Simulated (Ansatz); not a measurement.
**WS2 under changes of volume**

One of the cells (17.744 Å³/atom); the others are scaled copies at fixed shape and fractional positions:

```
CELL_PARAMETERS angstrom
1.57900 0.91164 6.16333
-1.57900 0.91164 6.16333
0.00000 -1.82327 6.16333
ATOMIC_POSITIONS crystal
W 0.00000 0.00000 0.00000
S 0.58100 0.58100 0.58100
S 0.75030 0.75030 0.75030
```

Measurements of this composition are mostly on another form, of space group No. 194.

```yaml
Program: Ansatz 0.2.0
Functional: PBEsol
Potentials_or_basis: all-electron LAPW, scalar-relativistic
Cutoff: 289 eV (chosen from the basis error)
Basis_error_allowed: 0.001 eV/atom
k_mesh: 10 × 10 × 10
Occupations: fermi-dirac, width 0.05 eV
Spin: no spin polarisation
```

```tsv
volume (Å³/atom)	energy over the lowest point (meV/atom)	pressure (GPa)	gap on the mesh (eV)	largest force (eV/Å)
16.679	33.16	11.2	0.94	1.471
17.034	13.26	6.8	0.97	1.026
17.389	?	?	?	?
17.744	0.00	-0.6	1.02	0.599
18.099	4.87	-3.7	1.04	0.694
18.454	16.36	-6.6	1.06	0.996
18.809	33.81	-9.1	1.07	1.276
```

Problem. What does the run at 17.389 Å³/atom give?

Solution. Energy over the lowest point 2.52 meV/atom; pressure 2.9 GPa; gap on the mesh 1.00 eV; largest force 0.628 eV/Å.

Worked out: A Birch-Murnaghan fit of order 3 (a polynomial in V^(-2/3)) to the other rows has its minimum at 17.68 Å³/atom with B0 = V·E''(V) = 169 GPa and B' = 4.4 at fixed shape and positions, which overstates the stiffness. It gives 2.52 meV/atom at 17.389 Å³/atom, against the run's 2.52, and -dE/dV = 2.9 GPa, against 2.9. A parabola through the other rows of the gap, of slope 1.23 eV per unit of ln V there, gives 1.00 eV, against the run's 1.00.

Energies are extrapolated to zero smearing.

Caveats: spin-orbit coupling is left out, which moves the levels of the heavy elements; forces of over 1 eV/Å show positions far from the minimum, so gaps and moduli don't describe the material at rest (some runs).

A mesh can miss the band edges.

The runs don't all hold the same shells in valence.
